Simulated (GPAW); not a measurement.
Input of a GPAW 26.7.0 run:

run.py

```python
import numpy as np
from ase.dft.bandgap import bandgap
from ase.io import read, write
from gpaw import GPAW, PW
from gpaw.response import ResponseContext, ResponseGroundStateAdapter
from gpaw.response.chiks import ChiKSCalculator
from gpaw.response.heisenberg import calculate_fm_magnon_energies
from gpaw.response.localft import LocalFTCalculator
from gpaw.response.mft import IsotropicExchangeCalculator
from gpaw.response.site_kernels import SphericalSiteKernels

atoms = read('CoO.xyz')
atoms.set_initial_magnetic_moments([3.0, 0.0])

calc = GPAW(mode=PW(550),
            xc='LDA',
            kpts={'size': (10, 10, 10), 'gamma': True},
            occupations={'name': 'fermi-dirac', 'width': 0.05},
            nbands=17,
            convergence={'density': 0.0001},
            maxiter=150,
            txt='gpaw.txt')
atoms.calc = calc
energy = atoms.get_potential_energy()
calc.write('gs.gpw')
write('result.traj', atoms)
print(f'Energy: {energy:.6f} eV')
print('Moments:', calc.get_magnetic_moments().round(3))
print('Fermi level:', round(calc.get_fermi_level(), 4), 'eV')
print(f'Gap: {bandgap(calc)[0]:.4f} eV, direct: {bandgap(calc, direct=True)[0]:.4f} eV')

dense = calc.fixed_density(kpts={'size': (6, 6, 6), 'gamma': True},
                           nbands=32, convergence={'bands': 26, 'eigenstates': 1e-12},
                           update_fermi_level=True, maxiter=300, txt='dense.txt')
dense.write('dense.gpw', mode='all')

sites = [0]
moments = calc.get_magnetic_moments()[sites]
q_qc = np.array([[0.0, 0.0, 0.0], [0.1666666667, 0.0, 0.0], [0.3333333333, 0.0, 0.0], [0.5, 0.0, 0.0], [0.1666666667, 0.1666666667, 0.0], [0.3333333333, 0.3333333333, 0.0], [0.5, 0.5, 0.0]])
gs = ResponseGroundStateAdapter.from_gpw_file('dense.gpw')
context = ResponseContext(txt='mft.txt')
chiks = ChiKSCalculator(gs, context, ecut=150, nbands=26, gammacentered=True)
exchange = IsotropicExchangeCalculator(chiks, LocalFTCalculator.from_rshe_parameters(gs, context))
kernels = SphericalSiteKernels(atoms.positions[sites], [[1.014] * len(sites)])
J_qab = np.array([exchange(q_c, kernels)[..., 0] for q_c in q_qc])
E_qn = calculate_fm_magnon_energies(J_qab, q_qc, moments)
np.savetxt('exchange.dat', np.c_[q_qc, 1000 * J_qab.real.reshape((len(q_qc), -1))], fmt='%.4f')
np.savetxt('magnons.dat', np.c_[q_qc, 1000 * E_qn.real], fmt='%.4f')
for q_c, E_n in zip(q_qc, E_qn):
    print(q_c.round(4), 'magnon energies (meV):', (1000 * E_n.real).round(2))
```

The input CoO.xyz:

```xyz
2
Lattice="-1.5278443810 1.5278443810 2.1349776590 1.5278443810 -1.5278443810 2.1349776590 1.5278443810 1.5278443810 -2.1349776590" Properties=species:S:1:pos:R:3 pbc="T T T"
Co     0.0000000000      0.0000000000      0.0000000000
O      0.0000000000      0.0000000000      2.1349776590
```

Potentials or basis: the program's PAW data sets (release 1.2.1) made for this functional, pw.

Run with:

```bash
$ OMP_NUM_THREADS=1 python run.py
```

(1) Predict the net moment.

(2) What does it give for the band gap on the k mesh?

## Answers

(1) 2.94 μB per cell.

(2) none (metal or under the smearing width).

Caveat: the k mesh is coarse (spacing up to 0.48 Å⁻¹), so the values aren't converged; the number of bands moves the energies at small q by some ten meV; the exchange constants hang on this mesh and on the site radius; magnon energies are noisy on this mesh; a cell with one magnetic atom can't hold antiferromagnetic order, which such compounds often take; semilocal functionals often make such compounds metallic where correlation or magnetic order opens a gap, which also shifts bond lengths.
